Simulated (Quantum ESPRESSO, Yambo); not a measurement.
Planning a run of Yambo 5.3.0 on AlN (P6_3mc). The input:

```
HF_and_locXC
gw0
dyson
mpa
em1d
rim_cut
RandQpts= 1000000
RandGvec= 1 RL
EXXRLvcs= 72 Ry
VXCRLvcs= 288 Ry
Chimod= "HARTREE"
% BndsRnXm
 1 | 117 |
%
NGsBlkXm= 10.5 Ry
% LongDrXm
 1 | 1 | 1 |
%
% GbndRnge
 1 | 117 |
%
DysSolver= "n"
ExtendOut
EnSampXm= "2l"
EnGridXm= "ho"
% EnRngeXm
 0 | 60 | eV
%
% ImRngeXm
 1 | 27.21138 | eV
%
% DmRngeXm
 0.001 | 2.721138 | eV
%
ETStpsXm= 16
IntSolXm= "PT"
% QPkrange
 1 | 1 | 7 | 10 |
%
```

The database entry behind the starting cell differs from later determinations by our own check (inner coordinate u about 0.002 short), so it need not match the best structure at ambient conditions.

```sh
OMP_NUM_THREADS=1 mpirun -n 4 yambo -F gw9.in -J gw9 -C gw9 > gw9.log
```

The stored states that it reads are on a 6×6×4 mesh. Symmetry: P6_3mc, No. 186, hexagonal system. The conventional cell has a = 3.113 Å, b = 3.113 Å, c = 4.981 Å, α = 90.00°, β = 90.00°, γ = 120.00°. Nearest to Al lie 4 N at 1.89 Å. N has 4 Al at 1.89 Å nearest. Farther neighbours and most contacts between anions are not listed.

Estimate wall time and host memory on 4 MPI ranks of Arm Neoverse V1, shared host.

It took 7.3 min; on shared hardware allow 3.7 min to 15 min. Peak host memory was 1.8 GiB.

The screening grows as filled bands × empty bands × pairs of k points, times the square of the screening basis for the matrix.

[Paths, hosts, dates, memory and timing lines, banners, echoed tables and standing remarks are left out of the program output.]

[Logs are printed without paths, hosts, clocks, repeated set-up lines and the standing remarks that a program may print on its own settings, such as how far it seeks lower states.]

[Runs of the session that timed out or met a known fault of the program may be left out.]

[Hosts, paths, dates, database ids (printed as entryN), source tags and the programs' standing remarks are cut or masked in the printed files.]
